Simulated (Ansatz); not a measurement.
CsI:

```
CELL_PARAMETERS angstrom
4.56670 0.00000 0.00000
0.00000 4.56670 0.00000
0.00000 0.00000 4.56670
ATOMIC_POSITIONS crystal
Cs 0.00000 0.00000 0.00000
I 0.50000 0.50000 0.50000
```

Base run:

```yaml
Program: Ansatz 0.2.0
Functional: r2SCAN
Potentials_or_basis: Ansatz PAW
Cutoff: "500 eV (not typed: the program's choice for these potentials)"
k_mesh: 6 × 6 × 6
Occupations: fermi-dirac, width 0.05 eV
Spin: no spin polarisation
```

Its results: band gap on the k mesh 4.62 eV, indirect (least direct gap 4.70 eV); pressure 0.4 GPa.

**Question.** The run is repeated on the same cell with these changes: functional from r2SCAN to BLYP; cutoff from 500 eV (not typed: the program's choice for these potentials) to 420 eV (not typed: the program's choice for these potentials). What comes out?

**Answer.** Band gap on the k mesh 3.96 eV, indirect (least direct gap 4.04 eV); pressure 2.0 GPa.

r2SCAN gives the wider gap, since meta-GGAs in the generalised Kohn-Sham scheme recover part of the derivative discontinuity.

Caveats: spin-orbit coupling is left out, which moves the levels of the heavy elements; the PAW data sets come from PBE, with cores solved anew for the run's functional, which leaves a small shift of forces and pressure.
